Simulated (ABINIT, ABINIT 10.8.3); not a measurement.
# Notebook: relaxing the cell and fluorine position of rutile ZnF2 with PBEsol

*Notes of a novice, printed with their mistakes. Don't take the settings or the reasoning as a model; a review follows at the end.*

## The measurement

The numbers I want to reproduce come from "Negative thermal expansion in ZnF$_2$" (2011, arXiv:1104.3529). The authors put ZnF2 powder in a neutron beam between 1.8 and 320 K and followed the lattice parameters, the volume and the position of the fluorine. At low temperature the volume shrinks on warming, and they compare this with calculations. I only use the structure given in the introduction: $a = 4.7034$ Å and $c = 3.1335$ Å at 296 K, and $x = 0.303$ for fluorine. These values are quoted there without a reference, and for $x$ no separate temperature is stated, so I take it to be room temperature too.

| compared with | measured | source's wording or label | T (K) | method |
| --- | --- | --- | --- | --- |
| x of F, site f | 0.303 | x of F at 4f (x,x,0) | – | diffraction |
| a (Å) | 4.7034 | a of tetragonal cell | 296 | diffraction |
| c (Å) | 3.1335 | c of tetragonal cell | 296 | diffraction |

Conditions are those given with the value in the passage it was taken from; "not stated" means there, and the paper may say more elsewhere.

## Model and target

I want $a$, $c$ and $x$ of ZnF2 from a relaxation in ABINIT. The cell has six atoms and I start from a structure in the Crystallography Open Database, with $a = 4.705$ Å and $c = 3.134$ Å. That is slightly different from the paper, but the relaxation should move it anyway.

My target is 0.01 Å for both lattice constants and 0.001 for $x$. I chose these because they look like good agreement. The calculation has no temperature in it and the measurement was made at room temperature; I will leave that aside. I will use PBEsol, which I have read is good for solids, and if the numbers come out close I am done.

System: ZnF2 (zinc fluoride), rutile; P4_2/mnm (No. 136), 6 atoms in the primitive cell; the database structure is a diffraction structure: a = 4.705 Å, c = 3.134 Å; structure from the Crystallography Open Database.

## 1. First relaxation, with a charge for fluoride

Fluoride is a negative ion, F$^-$, and the input has a keyword for the charge, so I set it to −1. The rest is PBEsol with the JTH datasets made for PBE, a cutoff of 20 Ha and a 4x4x6 k mesh. I expect the cell to stay near the starting one.

**Run 1.** ABINIT 10.8.3: PBEsol, JTH PAW datasets, cell and atoms relaxed from the database structure, cutoff 20 Ha, 4x4x6 k mesh, Gaussian smearing 0.02 eV; total charge -1; PBE datasets.

Key lines of the input:
```
# potential files: JTH PAW datasets, made for PBE
ecut 20
pawecutdg 40
ecutsm 0.5
dilatmx 1.06
optcell 2
ionmov 2
ntime 30
tolmxf 5.0d-5
ixc -116133
ngkpt 4 4 6
shiftk 0.0 0.0 0.0
occopt 7
tsmear 0.02 eV
nband 31
nstep 60
tolvrs 1.0d-10
diemac 6
cellcharge -1
pseudos "Zn.xml, F.xml"
ntypat 2
znucl 30 9
natom 6
typat 1 1 2 2 2 2
# ... acell, rprim, xred
```

Command:
```
OMP_NUM_THREADS=1 mpirun -n 4 abinit run.abi > run.log
```

Selected lines of the output:
```
Dilatmx has been exceeded too many times (4)
    See the description of dilatmx and chkdilatmx input variables.
    Action: either first do a calculation with chkdilatmx=0, or
    restart your calculation with a larger dilatmx, or larger lattice vectors.
    Warning: With chkdilatmx = 0 the final computation of lattice parameters might be inaccurate.
```

Ended with an error; 4.3 min on 4 cores of Arm Neoverse V2, shared host.

The run stopped with an error and I have no lattice constants from it. The message says that dilatmx was exceeded too many times, and it suggests a larger dilatmx or larger lattice vectors. So the cell wanted to grow and ran into the limit. I take this to mean that the database cell is too small a start for PBEsol.

## 2. Starting from larger lattice vectors

I do what the message says and make the lattice vectors 1.04 times as long. I also take the charge line out again, to keep the input short. The last run took over four minutes and gave nothing, so this time I allow only two ionic steps. With a better starting cell that should be enough, and I expect $a$ to end up somewhat above the measured value.

**Run 2.** ABINIT 10.8.3: PBEsol, JTH PAW datasets, cell and atoms relaxed from the database structure, cutoff 20 Ha, 4x4x6 k mesh, Gaussian smearing 0.02 eV; started from lattice vectors 1.04 times the database's, at most 2 ionic steps; PBE datasets.

Key lines of the input, as changed from run 1:
```diff
- ntime 30
+ ntime 2
- nstep 60
+ nstep 80
- cellcharge -1
- # ... acell, rprim, xred
+ rprim
+   4.89299200 0.00000000 0.00000000
+   0.00000000 4.89299200 0.00000000
+   0.00000000 0.00000000 3.25915200
+ # ... xred
```

Selected lines of the output:
```
  ntime=    2 was not enough Broyd/MD steps to converge gradients:
-Cartesian components of stress tensor (GPa)         [Pressure= -8.1870E+00 GPa]
            acell      9.1547528272E+00  9.1547528272E+00  6.0837201372E+00 Bohr
             xred     -2.1343811747E-20  0.0000000000E+00  0.0000000000E+00
                       5.0000000000E-01  5.0000000000E-01  5.0000000000E-01
                       3.0269733054E-01  3.0269733054E-01  0.0000000000E+00
                       1.9730266946E-01  8.0269733054E-01  5.0000000000E-01
                       6.9730266946E-01  6.9730266946E-01  0.0000000000E+00
                       8.0269733054E-01  1.9730266946E-01  5.0000000000E-01
```

Not converged; took 2.4 min.

This time there are numbers. Converted from Bohr, the lattice constants are roughly 4.8 Å for $a$ and 3.2 Å for $c$, both much too long, and the program says that two steps were not enough. The fluorine position is $x = 0.3027$, only 0.0003 from the measured 0.303. That is well inside my target, so I count $x$ as done. Only the cell is left.

## 3. Back to the database cell, lower cutoff

The larger start did not help, so I go back to the database lattice vectors and give the relaxation its thirty steps again. To keep it quick I lower the cutoff from 20 to 14 Ha. The fluorine position already came out well, so I don't think the cutoff matters much here. I expect $a$ and $c$ to come down close to the measured values.

**Run 3.** ABINIT 10.8.3: PBEsol, JTH PAW datasets, cell and atoms relaxed from the database structure, cutoff 14 Ha, 4x4x6 k mesh, Gaussian smearing 0.02 eV; PBE datasets.

Key lines of the input, as changed from run 1:
```diff
- ecut 20
- pawecutdg 40
+ ecut 14
+ pawecutdg 28
- ntime 30
+ ntime 50
- nstep 60
+ nstep 80
- cellcharge -1
```

Selected lines of the output:
```
 At Broyd/MD step   8, gradients are converged :
-Cartesian components of stress tensor (GPa)         [Pressure= -3.9053E-03 GPa]
            acell      8.8859770239E+00  8.8859770239E+00  5.9128270065E+00 Bohr
                       3.0322427696E-01  3.0322427696E-01  7.3641753852E-31
```

Converged; took 2.3 min.

| quantity | run 3 | measured | deviation |
| --- | --- | --- | --- |
| x of F, site f | 0.3032 | 0.303 | +0.0002 (+0.1 %) |
| a (Å) | 4.7023 | 4.7034 | −0.0011 (−0.0 %) |
| c (Å) | 3.1289 | 3.1335 | −0.0046 (−0.1 %) |

The relaxation converged after eight steps, and all three numbers are inside my target. $a = 4.7023$ Å is only 0.0011 Å below the measured value, $c = 3.1289$ Å is 0.0046 Å below, and $x = 0.3032$ is off by 0.0002. The pressure at the end is practically zero, so the cell is finished.

The lower cutoff did no harm, and the run took just over two minutes. I take 14 Ha as enough for ZnF2 and keep these values as my result.

## Collected results

| run | settings | x of F, site f | a (Å) | c (Å) | cost | status |
| --- | --- | --- | --- | --- | --- | --- |
| 1 | PBEsol, cutoff 20 Ha, total charge -1 | – | – | – | 17 core-min | ended with an error |
| 2 | PBEsol, cutoff 20 Ha, started from lattice vectors 1.04 times the database's, at most 2 ionic steps | – | – | – | 9.5 core-min | not converged |
| 3 | PBEsol, cutoff 14 Ha | 0.3032 | 4.7023 | 3.1289 | 9.2 core-min |  |
|  | measured | 0.303 | 4.7034 | 3.1335 |  |  |

## Closing entry

My result for ZnF2 is $a = 4.7023$ Å, $c = 3.1289$ Å and $x = 0.3032$, from the PBEsol relaxation at 14 Ha. All three are within the targets I set at the start, so I stop here.

The lattice constant $a$ agrees with the paper to about a thousandth of an ångström. I had left the temperature aside, and with agreement this close I think it makes no difference for this crystal. PBEsol is evidently exact enough for fluorides, and I would use it for the next one without trying another functional.

The two runs at 20 Ha gave me an error and a cell that was much too large, while the one at 14 Ha converged and matched the measurement. What I take from this is that a lower cutoff is the better choice for a relaxation: it is quick, and it gives the right answer. Next time I will start with 14 Ha straight away.

## Review

Further runs made for the review:

| reviewer's run | settings | x of F, site f | a (Å) | c (Å) | cost |
| --- | --- | --- | --- | --- | --- |
| R1 | PBEsol, JTH PAW datasets, cutoff 26 Ha, 4x4x6 k mesh, PBE datasets | 0.3039 | 4.7149 | 3.1282 | 25 core-min |
| R2 | PBEsol, JTH PAW datasets, cutoff 20 Ha, 2x2x4 k mesh, PBE datasets | 0.3037 | 4.7155 | 3.1258 | 10 core-min |
| R3 | PBEsol, PseudoDojo norm-conserving potentials, cutoff 42 Ha, 2x2x4 k mesh | 0.3040 | 4.7098 | 3.1236 | 21 core-min |
|  | measured | 0.303 | 4.7034 | 3.1335 |  |

The notebook records the source's missing details honestly and sets its targets in advance. Those targets, however, rest only on what looks good. For the lattice constants they are tighter than the error usual for such functionals, roughly half a percent. Meeting them cannot show that the settings are sound.

Run 1 fails because of the charge. Fluoride is negative, but zinc balances it, and the crystal is neutral. The setting added an electron to the cell against a uniform background, which robs the pressure of its meaning. A cell that swells to its limit from a measured structure should have raised suspicion. The database cell was not too small: run 3 started from it and converged. Removing the charge was right, though not for the sake of a short input.

Run 2 then needed more steps, not fewer. Its pressure of about −8 GPa shows a stretched cell still trying to contract, and the program said it was unfinished. Its $x$ cannot be "done" while the cell is wrong; it had barely moved from the database's 0.3024, and its closeness to the measurement is chance. The oversized cell is left over from the enlarged start and is no fault of the 20 Ha cutoff.

Run 3 is properly relaxed for its settings (with fifty steps allowed, not the thirty stated), but 14 Ha was never tested, and an unfinished run at 20 Ha could not justify it. Near-zero pressure shows only that the relaxation finished, not that the cutoff suffices. With the same functional, datasets and mesh, R1 at 26 Ha gives $a = 4.7149$ Å, which is 0.0126 Å longer than run 3 and a change larger than the target itself. The lower cutoff therefore did harm, and the near-perfect $a$ is chance. The check would have cost 25 core-minutes. Even R2, at 20 Ha with a coarser mesh, comes within 0.001 Å of R1 for $a$, for 10 core-minutes against run 3's 9.2.

The closing lessons therefore fall. A lower cutoff is not better for a relaxation, and one compound does not establish PBEsol for fluorides. Nor can a calculation without temperature show that temperature makes no difference; the source itself reports a volume that changes with it.

Soundly computed, PBEsol still describes ZnF2 well. R1 puts $a$ 0.0115 Å too long, just outside the target, and $c$ 0.0053 Å too short, while its $x$ of 0.3039 lies within 0.001 of the measurement. R3, with different potentials, shortens $a$ by 0.0057 Å compared with R2 on the same mesh, so the choice of potentials matters at this level. All three sound runs make $a$ too long, $c$ too short and $x$ slightly high. I see no reason to doubt the measured lattice constants, but the $x$ quoted without a reference may, I suspect, be an early value of low precision. How the small remaining misses divide between functional, potentials and the neglected atomic motion stays open.

[Logs are printed without paths, hosts, clocks, repeated set-up lines and the standing remarks that a program may print on its own settings, such as how far it seeks lower states.]

[The runs shown are a pick from a larger set of finished runs; failed, doubtful and other runs were left out of it ahead of writing. So were measured values far from every level or from commonly accepted values, and agreement can look better than it is. Lines of input and output are excerpts and may be shortened.]
